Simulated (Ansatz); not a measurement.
# How many bands does the GW gap of PbF2 (Pnma) need?

Wanted: a G0W0 gap for PbF2 (Pnma) that is converged in bands and cutoff, or an estimate of the limit.

Method: G0W0 on PBE, plane waves, PAW, in Ansatz 0.2.0.

The database entry behind the starting cell differs from later determinations by our own check (about 0.2 % short), so it need not match the best structure at ambient conditions.

### Step 1. Set-up

It takes space group Pnma (No. 62, orthorhombic). Conventional cell: a = 6.427 Å, b = 3.891 Å, c = 7.636 Å, α = 90.00°, β = 90.00°, γ = 90.00°. Nearest to Pb lie 5 F at 2.48 to 2.57 Å. Nearest to F lie 4 Pb at 2.48 to 2.51 Å. Nearest to F lie 1 Pb at 2.57 Å. Farther neighbours and most contacts between anions are not listed.

As a file:

```cif
data_structure
_symmetry_space_group_name_H-M 'P 1'
_symmetry_Int_Tables_number 1
_cell_length_a 6.4269
_cell_length_b 3.8910
_cell_length_c 7.6357
_cell_angle_alpha 90.000
_cell_angle_beta 90.000
_cell_angle_gamma 90.000
_cell_volume 190.95
loop_
_atom_site_label
_atom_site_type_symbol
_atom_site_fract_x
_atom_site_fract_y
_atom_site_fract_z
_atom_site_occupancy
Pb1 Pb 0.75600 0.75000 0.10300 1
Pb2 Pb 0.24400 0.25000 0.89700 1
Pb3 Pb 0.74400 0.25000 0.60300 1
Pb4 Pb 0.25600 0.75000 0.39700 1
F5 F 0.14200 0.75000 0.08500 1
F6 F 0.85800 0.25000 0.91500 1
F7 F 0.35800 0.25000 0.58500 1
F8 F 0.64200 0.75000 0.41500 1
F9 F 0.55100 0.75000 0.81400 1
F10 F 0.44900 0.25000 0.18600 1
F11 F 0.94900 0.25000 0.31400 1
F12 F 0.05100 0.75000 0.68600 1
```

The cell and positions come from the Crystallography Open Database and are kept as given unless a step says otherwise. Spin-orbit coupling is left out unless a step names it. The default PAW set here is soft_2. Its files were made with PBE.

### Step 2. 281 empty bands, screening to 75 eV

G0W0 replaces the xc potential by the self-energy, built once from these orbitals. Only a window of levels is corrected, while the sums run over the empty bands that the input names.

The input, input.yaml:

```yaml
crystal:
  lattice:
    - [6.42689, 0.0, 0.0]
    - [0.0, 3.89098, 0.0]
    - [0.0, 0.0, 7.63574]
  atoms:
    - { symbol: Pb, position: [0.756, 0.75, 0.103] }
    - { symbol: Pb, position: [0.244, 0.25, 0.897] }
    - { symbol: Pb, position: [0.744, 0.25, 0.603] }
    - { symbol: Pb, position: [0.256, 0.75, 0.397] }
    - { symbol: F, position: [0.142, 0.75, 0.085] }
    - { symbol: F, position: [0.858, 0.25, 0.915] }
    - { symbol: F, position: [0.358, 0.25, 0.585] }
    - { symbol: F, position: [0.642, 0.75, 0.415] }
    - { symbol: F, position: [0.551, 0.75, 0.814] }
    - { symbol: F, position: [0.449, 0.25, 0.186] }
    - { symbol: F, position: [0.949, 0.25, 0.314] }
    - { symbol: F, position: [0.051, 0.75, 0.686] }
kpoints:
  mp_grid: { grid: [2, 4, 2] }
hamiltonian:
  xc: pbe
scf:
  occupations: { method: fixed }
gw:
  n_empty_bands: 281
  ecut_chi: 75.0
  qp_bands: [v4, c4]
  qp_kpoints: band_edges
  screening: { model: contour_deformation }
```

Launch:

```sh
$ ansatz run input.yaml --threads 3 --pin off --max-ram 64512MiB --backend cuda --events-out ev --progress --plain --runs-dir out --devices 1 --max-vram 24GiB  # rebuilt from the run's record
```

Numbers of over 12 decimals in the logs are rounded to 6 here.

The log of the run:

```text
GPUs: using 1 of 1 available (devices: 1).
Engine: ansatz 0.2.0, x86_64-unknown-linux-gnu
Pseudopotentials: kind: paw
Pseudopotential: Pb, paw, valence charge 14, recommended cutoff 420 eV (normal), Pb.paw.azcp
Pseudopotential: F, paw, valence charge 7, recommended cutoff 420 eV (normal), F.paw.azcp
Functional definition: PBE
  parameter kappa = 0.804
  parameter beta = 0.066725
  exchange = pbe_x(kappa = kappa, mu = beta*pi^2/3)
  correlation = pbe_c(beta = beta)
device memory: the entry about to start is reckoned to put 3.5 GiB on a device that reports 67.2 GiB free (of which the cap on the GPU budget leaves the run 24.0 GiB)
GPU FFT provider: cuFFT
GPU libraries: cuBLAS 13.8.2, cuFFT 12.4.0, cuSOLVER 12.3.4
Crystal: 12 atoms, lattice volume = 190.946 Å³
Basis set: ecut = 420 eV, 3749 PW (Γ)
Bands: 68, of which v1, the nominal top of the filled ones, is band 56 counted from 1 (55 counted from 0)
Symmetry: 8 space group operations
Space group: Pnma (ITA 62), of the structure as read, at distance tolerance 5.8e-5 Å
k-points: 12 of 16
Non-local potential: Pb, projectors of the file, l = 0: 2, l = 1: 2, l = 2: 2, l = 3: 2
Non-local potential: F, projectors of the file, l = 0: 2, l = 1: 2, l = 2: 1
PAW form: soft (Blöchl's): semilocal exchange-correlation on the pseudo side does not see the compensation charge
PAW one-centre angular grid: Pb, 590 points (default); XC on 64 Gauss nodes
PAW one-centre angular grid: F, 110 points (default); XC on 64 Gauss nodes
Initial density: superposition of atomic densities (neutral atoms: chi_scale 0, normalization atom), corrected by the library's trained network
Initial wavefunctions: pseudopotential atomic-orbital guess
GPU buffer pool allocated for 65610 grid points (all kernels)
GPU transforms: local potential and band sums: pruned to the plane-wave sphere, on 45×27×54
Functional: x = pbe(κ = 0.804, μ = 0.219515), c = pbe(β = 0.066725)
SCF iter   1: F=—  HF=-54098.146860 eV  |F-HF|=—  |Δ(HF+E_count)|=         —  Δρ=1.03e-3  dr2=9.73e-4  ethr=1.77e-3  ⟨swp⟩=5.0  Hψ=2636  notcnv=0  defer=108
preconditioner: auto → Resta (q_TF=auto, 2.496 Å⁻¹)  ε∞=4.1  [insulator: Δε(μ)=4.224 eV  Ē_g=16.029 eV  n_scr=44 (ndim 8)  ℏωp=28.4 eV  f_vac=0.025  ε∞_Penn≈4.1]
SCF iter   2: F=—  HF=-54098.150618 eV  |F-HF|=—  |Δ(HF+E_count)|=   3.76e-3  Δρ=6.23e-4  dr2=3.21e-4  ethr=8.69e-7  ⟨swp⟩=2.2  Hψ=1653  notcnv=0  defer=116
SCF iter   3: F=—  HF=-54098.150931 eV  |F-HF|=—  |Δ(HF+E_count)|=   3.13e-4  Δρ=2.80e-4  dr2=7.62e-5  ethr=2.86e-7  ⟨swp⟩=2.0  Hψ=1244  notcnv=0  defer=116
SCF iter   4: F=—  HF=-54098.151067 eV  |F-HF|=—  |Δ(HF+E_count)|=   1.36e-4  Δρ=7.86e-5  dr2=9.42e-6  ethr=6.81e-8  ⟨swp⟩=2.0  Hψ=1067  notcnv=0  defer=105
SCF iter   5: F=—  HF=-54098.151069 eV  |F-HF|=—  |Δ(HF+E_count)|=   1.70e-6  Δρ=2.93e-5  dr2=1.29e-6  ethr=8.41e-9  ⟨swp⟩=2.0  Hψ=1403  notcnv=0  defer=109
SCF iter   6: F=—  HF=-54098.151070 eV  |F-HF|=—  |Δ(HF+E_count)|=   3.82e-7  Δρ=2.62e-5  dr2=8.58e-7  ethr=1.15e-9  ⟨swp⟩=2.0  Hψ=1403  notcnv=0  defer=110
SCF iter   7: F=-54098.151069 eV  HF=-54098.151069 eV  |F-HF|=2.80e-8  |Δ(HF+E_count)|=   1.01e-7  Δρ=6.71e-6  dr2=6.68e-8  ethr=8.93e-11  ⟨swp⟩=8.2  Hψ=3463  notcnv=0
SCF 1 converged in 7 iterations: F = -54098.151069 eV  dr2 = 6.68e-8
  greatest PAW one-centre occupation: 0.983 electrons in one spin orbital (limit 2), on the Pb atom at site 1 (counted from 0), in its partial waves of l = 2
device memory: the entry about to start is reckoned to put 4.4 GiB (of the 4.5 GiB reckoned in all, the device holds 0.1 GiB already) on a device that reports 67.0 GiB free (of which the cap on the GPU budget leaves the run 23.9 GiB)
NSCF: frozen V_eff on 12 k-points
the band table was solved once the SCF had ended and its energy, with any forces and stress, was formed, with the checks that follow a solve (3302 applications of the Hamiltonian). They found nothing against the state; the energy, forces and stress were not computed again (output.eigenvalues in the input reference)
device memory: the entry about to start is reckoned to put 4.6 GiB on a device that reports 67.1 GiB free (of which the cap on the GPU budget leaves the run 24.0 GiB)
NSCF: frozen V_eff on 12 k-points
G₀W₀ screening: q 1/12
[... further progress lines ...]
SCF converged after 7 iterations
Free energy (F): -54098.151069 eV
Harris-Foulkes:  -54098.151069 eV  (|F-HF|=2.80e-8)
Internal energy: -54098.151069 eV  (E = F + TS)
E sigma→0 (E₀):  -54098.151069 eV
Fermi energy:    6.109558 eV
--- Per-component energies (eV) ---
  E_band       = -384.105433
  E_kinetic    = 2792.592251
  E_local      = -8182.798750  (includes V_loc(G=0)·N_el)
  E_nonlocal   = 1987.904337
  E_hartree    = 3102.819587
  E_xc         = -1526.579490
  E_vxc        = -1352.727211  (∫ρ·V_xc dr)
  E_paw        = -43207.203753  (= ΣΔE_a)
  E_vpaw       = -1834.725538  (= ΣTr[D̂ρ^β])
  E_aug_tail   = 0.016556  (compensation charges beyond the density's cutoff)
  E_ewald      = -9064.901806
  E_smearing   = -0.000000  (= −TS)
  E_closure    = 0.000000  (closes the sum)
  Σ components = -54098.151069   (vs F -54098.151069, Δ=0.00e0)
--- Band table (eV; the first three rows and the last of 12) ---
  k-point 0: bands = [... 52 lower, 4.6717, 5.6380, 5.7997, 6.1096, 10.4249, 11.1862, 12.0948, 12.1099, ... 8 higher]
  k-point 1: bands = [... 52 lower, 5.1438, 5.1438, 5.8902, 5.8902, 11.0719, 11.0719, 12.2902, 12.2902, ... 8 higher]
  k-point 2: bands = [... 52 lower, 5.1437, 5.4260, 5.7353, 5.8788, 10.9268, 11.7795, 11.7879, 12.0439, ... 8 higher]
  k-point 11: bands = [... 52 lower, 5.6326, 5.6326, 5.6326, 5.6326, 10.7036, 10.7036, 10.7036, 10.7036, ... 8 higher]
--- G₀W₀: contour deformation, 5 samples at zero and on the imaginary axis and 1 off it, 16 q-points, 281 empty bands' worth ---
  eigenvalues of the whole cell's RPA ε∞ on this k-mesh (on a slab, of 1 + 4πα/V) = 3.5431, 3.5979, 3.6314; static W/v taken at q = 0 is 0.278828
  bands read: the sum over 337 bands ends inside a degenerate multiplet in 10 slots, whose members it reads at an even weight; the widest, k=10: bands 337 to 340 (counted from 1) at 1/4 each
  gw.qp_kpoints: band_edges: 12 of 12 stored k-points solved, in 1 pass; an edge of the gap read off the rows below is read off those points alone
    ik  band        ε_KS         Σx   Σc(E_QP)       V_xc       Z   E_QP_lin       E_QP  E_QP is
     0    53      4.6717   -30.9146     6.5453   -23.2775  0.7193     3.5536     3.5798  root
     0    54      5.6380   -27.4591     4.2077   -22.3171  0.7674     4.6910     4.7038  root
     0    55      5.7997   -27.9641     4.3142   -22.7371  0.7643     4.8746     4.8869  root
     0    56      6.1096   -28.3174     4.2012   -23.2851  0.7670     5.2689     5.2785  root
     0    57     10.4249   -11.1344    -2.8554   -14.8586  0.8239    11.3006    11.2938  root
     0    58     11.1862   -10.2402    -3.1854   -14.3169  0.8300    12.0850    12.0775  root
     0    59     12.0948    -9.6924    -3.4323   -14.1398  0.8198    13.1222    13.1099  root
     0    60     12.1099   -11.1365    -3.2366   -15.4046  0.8204    13.1530    13.1414  root
     1    53      5.1438   -29.3823     5.3480   -23.0477  0.7444     4.1400     4.1573  root
     1    54      5.1438   -29.3823     5.3480   -23.0477  0.7444     4.1400     4.1573  root
     1    55      5.8902   -27.6929     4.1345   -22.6667  0.7680     4.9872     4.9985  root
     1    56      5.8902   -27.6929     4.1345   -22.6667  0.7680     4.9872     4.9985  root
     1    57     11.0719   -11.0904    -3.0002   -15.0325  0.8201    12.0227    12.0138  root
     1    58     11.0719   -11.0904    -3.0002   -15.0325  0.8201    12.0227    12.0138  root
     1    59     12.2902    -9.6652    -3.5016   -14.1726  0.8264    13.3074    13.2960  root
     1    60     12.2902    -9.6652    -3.5016   -14.1726  0.8264    13.3074    13.2960  root
     2    53      5.1437   -29.5205     5.4934   -23.0339  0.7414     4.1327     4.1506  root
     2    54      5.4260   -27.4589     4.3066   -22.1845  0.7649     4.4438     4.4582  root
     2    55      5.7353   -27.3282     4.0558   -22.3676  0.7693     4.8188     4.8305  root
     2    56      5.8788   -27.6679     4.1173   -22.6590  0.7690     4.9760     4.9872  root
     2    57     10.9268   -10.4365    -3.1254   -14.4884  0.8252    11.8619    11.8534  root
     2    58     11.7795   -11.0579    -3.1785   -15.2357  0.8202    12.7896    12.7788  root
     2    59     11.7879    -9.6490    -3.4493   -14.0957  0.8244    12.7965    12.7852  root
     2    60     12.0439   -10.5412    -3.3243   -14.8958  0.8201    13.0863    13.0742  root
[...]
11    53      5.6326   -27.8925     4.3293   -22.6292  0.7649     4.6856     4.6986  root
    11    54      5.6326   -27.8925     4.3293   -22.6292  0.7649     4.6856     4.6986  root
    11    55      5.6326   -27.8925     4.3293   -22.6292  0.7649     4.6856     4.6986  root
    11    56      5.6326   -27.8925     4.3293   -22.6292  0.7649     4.6856     4.6986  root
    11    57     10.7036   -11.1269    -2.9269   -14.9652  0.8221    11.6228    11.6150  root
    11    58     10.7036   -11.1269    -2.9269   -14.9652  0.8221    11.6228    11.6150  root
    11    59     10.7036   -11.1269    -2.9269   -14.9652  0.8221    11.6228    11.6150  root
    11    60     10.7036   -11.1269    -2.9269   -14.9652  0.8221    11.6228    11.6150  root
```

It took 18 s on 1 × NVIDIA H100 80GB HBM3 (shared by 3 runs) with 3 threads of AMD EPYC 7R13 (Zen 3), shared host; peak memory 1.6 GiB; 29 s of CPU time.

This step gave:

```
bands summed                                 : 337
RPA ε∞ on this mesh (eigenvalues)            : 3.543, 3.598, 3.631
plane waves in the screening matrix          : 279
q-points in the mesh                         : 16
G0W0 gap on the mesh                         : 5.897 eV
k of the valence top                         : 0, 0, 0
k of the conduction bottom                   : 0, -0.5, -0.5
starting gap on the mesh                     : 4.228 eV
Z at the valence top                         : 0.7670
Z at the conduction bottom                   : 0.8291
least direct G0W0 gap on the computed points : 6.015 eV
```

The gap on the mesh goes from 4.23 eV to 5.90 eV, a correction of +1.67 eV. Between the two edge states, bare exchange in place of the xc potential would open the gap by 8.88 eV, and correlation takes back 7.21 eV.

### Step 3. 796 empty bands, screening to 150 eV

Bands and screening cutoff are moved together, since each hides the error of the other.

input.yaml: that of step 2 with these lines changed.

```diff
@@ -25,4 +25,4 @@
 gw:
-  n_empty_bands: 281
-  ecut_chi: 75.0
+  n_empty_bands: 796
+  ecut_chi: 150.0
   qp_bands: [v4, c4]
```

The log of the run:

```text
GPUs: using 1 of 1 available (devices: 1).
[...]
GPU FFT provider: cuFFT
GPU libraries: cuBLAS 13.8.2, cuFFT 12.4.0, cuSOLVER 12.3.4
Crystal: 12 atoms, lattice volume = 190.946 Å³
Basis set: ecut = 420 eV, 3749 PW (Γ)
Bands: 68, of which v1, the nominal top of the filled ones, is band 56 counted from 1 (55 counted from 0)
Symmetry: 8 space group operations
[...]
k-points: 12 of 16
[...]
GPU buffer pool allocated for 65610 grid points (all kernels)
[...]
SCF iter   1: F=—  HF=-54098.146860 eV  |F-HF|=—  |Δ(HF+E_count)|=         —  Δρ=1.03e-3  dr2=9.73e-4  ethr=1.77e-3  ⟨swp⟩=5.0  Hψ=2636  notcnv=0  defer=108
[...]
SCF iter   7: F=-54098.151069 eV  HF=-54098.151069 eV  |F-HF|=2.80e-8  |Δ(HF+E_count)|=   1.01e-7  Δρ=6.71e-6  dr2=6.68e-8  ethr=8.93e-11  ⟨swp⟩=8.2  Hψ=3463  notcnv=0
SCF 1 converged in 7 iterations: F = -54098.151069 eV  dr2 = 6.68e-8
[...]
NSCF: frozen V_eff on 12 k-points
[...]
G₀W₀ screening: q 1/12
[... further progress lines ...]
SCF converged after 7 iterations
Free energy (F): -54098.151069 eV
[...]
Internal energy: -54098.151069 eV  (E = F + TS)
E sigma→0 (E₀):  -54098.151069 eV
Fermi energy:    6.109558 eV
[...]
--- Band table (eV; the first three rows and the last of 12) ---
  k-point 0: bands = [... 52 lower, 4.6717, 5.6380, 5.7997, 6.1096, 10.4249, 11.1862, 12.0948, 12.1099, ... 8 higher]
  k-point 1: bands = [... 52 lower, 5.1438, 5.1438, 5.8902, 5.8902, 11.0719, 11.0719, 12.2902, 12.2902, ... 8 higher]
  k-point 2: bands = [... 52 lower, 5.1437, 5.4260, 5.7353, 5.8788, 10.9268, 11.7795, 11.7879, 12.0439, ... 8 higher]
  k-point 11: bands = [... 52 lower, 5.6326, 5.6326, 5.6326, 5.6326, 10.7036, 10.7036, 10.7036, 10.7036, ... 8 higher]
[...]
0    53      4.6717   -30.9146     6.4453   -23.2775  0.7143     3.4486     3.4798  root
     0    54      5.6380   -27.4591     4.0028   -22.3171  0.7624     4.4797     4.4989  root
     0    55      5.7997   -27.9641     4.1043   -22.7371  0.7593     4.6583     4.6771  root
     0    56      6.1096   -28.3174     3.9898   -23.2851  0.7612     5.0519     5.0671  root
     0    57     10.4249   -11.1344    -3.0255   -14.8586  0.8214    11.1279    11.1237  root
     0    58     11.1862   -10.2402    -3.3675   -14.3169  0.8279    11.9000    11.8954  root
     0    59     12.0948    -9.6924    -3.6529   -14.1398  0.8185    12.8965    12.8894  root
     0    60     12.1099   -11.1365    -3.4425   -15.4046  0.8182    12.9425    12.9355  root
[...]
11    57     10.7036   -11.1269    -3.1064   -14.9652  0.8197    11.4403    11.4355  root
    11    58     10.7036   -11.1269    -3.1064   -14.9652  0.8197    11.4403    11.4355  root
    11    59     10.7036   -11.1269    -3.1064   -14.9652  0.8197    11.4403    11.4355  root
    11    60     10.7036   -11.1269    -3.1064   -14.9652  0.8197    11.4403    11.4355  root
```

Run time: 29 s. Hardware: 1 × NVIDIA H100 80GB HBM3 (shared by 3 runs) with 3 threads; peak memory 2.9 GiB; 49 s of CPU time.

This step gave:

| Item | Value |
| --- | --- |
| bands summed | 852 |
| RPA ε∞ on this mesh (eigenvalues) | 3.522, 3.578, 3.604 |
| plane waves in the screening matrix | 789 |
| q-points in the mesh | 16 |
| G0W0 gap on the mesh | 5.937 eV |
| k of the valence top | 0, 0, 0 |
| k of the conduction bottom | 0, -0.5, -0.5 |
| starting gap on the mesh | 4.228 eV |
| Z at the valence top | 0.7612 |
| Z at the conduction bottom | 0.8271 |
| least direct G0W0 gap on the computed points | 6.057 eV |

Against the run with 2×4×2 mesh, 281 empty bands, screening to 75 eV, the gap moves by +0.04 eV.

### Step 4. Changing the frequency model: 2×4×2 mesh, 796 empty bands, screening to 150 eV, plasmon pole

A plasmon pole stands in for the full frequency dependence of the screening; this run shows what that costs in accuracy.

input.yaml: that of step 3 with these lines changed.

```diff
@@ -29,2 +29,2 @@
   qp_kpoints: band_edges
-  screening: { model: contour_deformation }
+  screening: { model: godby_needs }
```

The log of the run:

```text
GPUs: using 1 of 1 available (devices: 1).
[...]
GPU FFT provider: cuFFT
GPU libraries: cuBLAS 13.8.2, cuFFT 12.4.0, cuSOLVER 12.3.4
Crystal: 12 atoms, lattice volume = 190.946 Å³
Basis set: ecut = 420 eV, 3749 PW (Γ)
Bands: 68, of which v1, the nominal top of the filled ones, is band 56 counted from 1 (55 counted from 0)
Symmetry: 8 space group operations
[...]
k-points: 12 of 16
[...]
0    60     12.1099   -11.1365    -3.3887   -15.4046  0.8418    12.9930    12.9892  root
[...]
11    57     10.7036   -11.1269    -3.0528   -14.9652  0.8405    11.4913    11.4891  root
    11    58     10.7036   -11.1269    -3.0528   -14.9652  0.8405    11.4913    11.4891  root
    11    59     10.7036   -11.1269    -3.0528   -14.9652  0.8405    11.4913    11.4891  root
    11    60     10.7036   -11.1269    -3.0528   -14.9652  0.8405    11.4913    11.4891  root
[key lines of the parts left out:]
SCF converged after 7 iterations
Free energy (F): -54098.151069 eV
Fermi energy:    6.109558 eV
```

Elapsed: 48 s, on 1 × NVIDIA H100 80GB HBM3 (shared by 3 runs) with 3 threads; peak memory 3.5 GiB; 1.8 min of CPU time.

Numbers from this step:

```
bands summed                                 : 852
plasmon-pole fit frequency                   : 28.44 eV
RPA ε∞ on this mesh (eigenvalues)            : 3.522, 3.578, 3.604
plane waves in the screening matrix          : 789
G0W0 gap on the mesh                         : 5.928 eV
k of the valence top                         : 0, 0, 0
k of the conduction bottom                   : 0, -0.5, -0.5
starting gap on the mesh                     : 4.228 eV
least direct G0W0 gap on the computed points : 6.053 eV
```

Against the run with 2×4×2 mesh, 796 empty bands, screening to 150 eV, the gap moves by −0.009 eV.

### Step 5. The runs together

Times are wall times on 1 × NVIDIA H100 80GB HBM3 (shared by 3 runs) with 3 threads of AMD EPYC 7R13 (Zen 3), shared host, good to a factor of about two.

```
 mesh        files            frequency  bands summed  cutoff (eV)  start (eV)  G0W0 (eV)  time  host memory (GiB)
2×4×2  default PAW  contour deformation           337           75       4.228      5.897  18 s                1.6
2×4×2  default PAW  contour deformation           852          150       4.228      5.937  29 s                2.9
2×4×2  default PAW         plasmon pole           852          150       4.228      5.928  48 s                3.5
```

How the two edges are built up, in eV (the quasiparticle level is the starting level plus Σx plus Σc less Vxc):

```
      run               edge  start      Σx     Σc     Vxc     Z     QP
337 bands        valence top   6.11  -28.32   4.20  -23.29  0.77   5.28
337 bands  conduction bottom  10.34  -10.25  -3.01  -14.10  0.83  11.18
852 bands        valence top   6.11  -28.32   3.99  -23.29  0.76   5.07
852 bands  conduction bottom  10.34  -10.25  -3.18  -14.10  0.83  11.00
```

### Step 6. Summary of results

```
337 bands, 75 eV                    : 5.897 eV
852 bands, 150 eV                   : 5.937 eV
estimated limit in bands and cutoff : 5.96 eV
mesh and start                      : 2×4×2, PBE
```

What this shows: A line in one over the bands through the two rungs gives 5.96 eV, +0.03 eV from the top rung; with two points alone it is an unchecked estimate. The rungs stand 0.07 eV (337 bands) and 0.03 eV (852 bands) from it. From 337 to 852 bands the gap moves by +0.04 eV. Σc changes by −0.21 eV at the valence top and −0.17 eV at the conduction bottom, so the levels themselves move more than the gap between them. The plasmon-pole model gives −0.01 eV against contour deformation, 1 % of the correction, and saved no time in this program. The 2×4×2 mesh is coarse for this cell (its supercell is 13 Å along the shortest edge). The RPA ε∞ on it, from the PBE start, is 3.52, 3.58 and 3.60; such meshes misread the long-range screening, most where the gap is narrow. Where an edge is built on 6p states of lead, bismuth or thallium, scalar-relativistic gaps usually stand too wide, by a few tenths to over one eV. The many-body steps are scalar-relativistic: spin-orbit coupling is not in them.

[Paths, hosts, dates, memory and timing lines, banners, echoed tables and standing remarks are left out of the program output.]

[Logs are printed without paths, hosts, clocks, repeated set-up lines and the standing remarks that a program may print on its own settings, such as how far it seeks lower states.]

[Runs of the session that timed out or met a known fault of the program may be left out.]

[Cells called generated may have been cut or substituted from an entry of the Crystallography Open Database or the Materials Project.]

[Hosts, paths, dates, database ids (printed as entryN), source tags and the programs' standing remarks are cut or masked in the printed files.]
